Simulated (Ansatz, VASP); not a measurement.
**Ta in VASP and in Ansatz**

```xyz
1
Lattice="2.7076 0.0000 0.0000 0.0000 2.7076 0.0000 0.0000 0.0000 2.7076" Properties=species:S:1:pos:R:3 pbc="T T T"
Ta    0.0000    0.0000    0.0000
```

Alike in both runs: functional PBEsol; k mesh 12 × 12 × 12; occupations fermi-dirac, width 0.1 eV; no spin polarisation.

Ansatz relaxed the structure, and its values are those at the end. VASP's run is a single point on that final structure, the one shown.

|  | VASP | Ansatz |
| --- | --- | --- |
| version | VASP 6.6.1 | Ansatz 0.2.0 |
| potentials or method | VASP PAW PBE potentials, release 64 (Ta_pv) | plane waves (420 eV) with PAW, scalar-relativistic |
| plane-wave cutoff (eV) | 520 | 420 |
| valence electrons in the cell | 11 | 13 |

|  | VASP | Ansatz | Ansatz less VASP |
| --- | --- | --- | --- |
| pressure (GPa) | 0.2 | 0.0 | -0.19 |

The two sets of potentials don't hold the same shells in valence. Ansatz warned: «pseudo_functional_mismatch».

Caveats: the PAW data sets were made with another functional, which shifts forces and pressure a little (VASP). The runs have no spin-orbit coupling, so splittings on Ta are missing.
